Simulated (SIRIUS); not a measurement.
Ir in SIRIUS: the effect of potentials

The system is Ir.

```
Ir
1.0
     2.75138    0.00000    0.00000
    -1.37569    2.38276    0.00000
     0.00000    0.00000    4.46229
Ir
2
Cartesian
  1.3782 0.8027 3.3391
  -0.0025 1.5801 1.1232
```

This isn't the form of Ir at room conditions, which is fcc.

The cell isn't the ideal one: all atoms moved at random.

Alike in all runs:

```yaml
Program: SIRIUS 7.10.0
Task: single point
Functional: PBE
k_mesh: 6 × 6 × 3
Occupations: fermi-dirac, width 0.05 eV
Spin: no spin polarisation
```

| potentials | cutoff | pressure (GPa) |
| --- | --- | --- |
| PseudoDojo 0.4.1 PBE standard (scalar relativistic) | 937 eV | -1.8 |
| PseudoDojo 0.5 PBE standard (scalar relativistic) | 937 eV | -1.8 |
| in-house norm-conserving set, PBE (scalar relativistic) | 937 eV | ? |
| SSSP 1.3.0 PBE efficiency | 828 eV | -1.8 |
| JTH 2.0 PBE (PAW) | 557 eV | -1.7 |
| GBRV 1.5 PBE (ultrasoft) | 557 eV | -1.9 |
| PseudoDojo 0.5 PBE stringent (scalar relativistic) | 937 eV | -1.8 |

What does the run with potentials in-house norm-conserving set, PBE (scalar relativistic) give?

Pressure -1.0 GPa.

Caveats: all runs use coarse meshes.

The runs don't all hold the same shells in valence.
